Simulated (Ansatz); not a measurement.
**W under changes of volume**

One of the cells (15.848 Å³/atom); the others are scaled copies at fixed shape and fractional positions:

```
W
1.0
    -1.58234    1.58234    1.58234
     1.58234   -1.58234    1.58234
     1.58234    1.58234   -1.58234
W
1
Cartesian
  0.0000 0.0000 0.0000
```

```yaml
Program: Ansatz 0.2.0
Functional: HSE06
Potentials_or_basis: Ansatz PAW
Cutoff: "420 eV (not typed: the program's choice for these potentials)"
k_mesh: 8 × 8 × 8
Occupations: fermi-dirac, width 0.05 eV
Spin: no spin polarisation
```

```csv
volume (Å³/atom),energy over the lowest point (meV/atom),pressure (GPa)
14.897,?,?
15.214,25.46,14.1
15.531,5.41,6.3
15.848,0.00,-0.7
16.165,7.72,-7.0
16.482,27.30,-12.7
16.798,57.55,-17.8
```

Question: What does the run at 14.897 Å³/atom give?

Answer: Energy over the lowest point 61.67 meV/atom; pressure 22.7 GPa.

Worked out: A Birch-Murnaghan fit of order 3 (a polynomial in V^(-2/3)) to the other rows has its minimum at 15.82 Å³/atom with B0 = V·E''(V) = 335 GPa and B' = 4.1. It gives 61.66 meV/atom at 14.897 Å³/atom, against the run's 61.67, and -dE/dV = 22.7 GPa, against 22.7.

Energies are extrapolated to zero smearing.

Caveats: the PAW data sets come from PBE, with cores solved anew for the run's functional, which leaves a small shift of forces and pressure; the thresholds are loose for stress.
